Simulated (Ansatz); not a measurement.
Crystal: GaN.

```xyz
2
Lattice="2.9806 0.0000 0.0000 -1.4903 2.5813 0.0000 0.0000 0.0000 2.6834" Properties=species:S:1:pos:R:3 pbc="T T T"
Ga    1.4903    0.8604    1.3417
N     0.0000    0.0000    0.0000
```

The cell was built by a generator and needn't be a form met in nature.

| Quantity | Value |
| --- | --- |
| Program | Ansatz 0.2.0 |
| Task | relaxation of cell and atoms |
| Functional | BLYP |
| Dispersion | D4 |
| Potentials or basis | Ansatz PAW |
| Cutoff | 420 eV (not typed: the program's choice for these potentials) |
| k mesh | 10 × 10 × 10 |
| Occupations | fermi-dirac, width 0.05 eV |
| Spin | no spin polarisation |

At the start: volume 10.32 Å³/atom.

Problem. Where does the relaxation end?

Solution. It ends after 8 steps and the volume is 10.03 Å³/atom (-2.8 %); space group P-6m2 (No. 187, to 0.05 Å).

The path:
```
step  energy change (eV)  largest force (eV/Å)  volume (Å³)
   1              0.0000                0.0000        20.65
   2             -0.0082                0.0000        20.30
   3             -0.0101                0.0000        20.05
   4             -0.0104                0.0000        20.07
   5             -0.0104                0.0000        20.08
   6             -0.0085                0.0000        20.08
   7             -0.0086                0.0000        20.06
   8             -0.0086                0.0000        20.06
```

Final structure:
```cif
data_structure
_symmetry_space_group_name_H-M 'P 1'
_symmetry_Int_Tables_number 1
_cell_length_a 2.9502
_cell_length_b 2.9502
_cell_length_c 2.6619
_cell_angle_alpha 90.000
_cell_angle_beta 90.000
_cell_angle_gamma 120.000
_cell_volume 20.06
loop_
_atom_site_label
_atom_site_type_symbol
_atom_site_fract_x
_atom_site_fract_y
_atom_site_fract_z
_atom_site_occupancy
Ga1 Ga 0.66667 0.33333 0.50000 1
N1 N 0.00000 0.00000 0.00000 1
```

Caveat: the plane-wave basis is chosen anew once the cell has moved, so the energies of steps on either side of that aren't comparable; the pressure holds a Pulay correction of +0.6 GPa for the finite cutoff; pairwise dispersion overbinds metals, which lowers pressure and volume; the PAW data sets come from PBE, with cores solved anew for the run's functional, which leaves a small shift of forces and pressure.
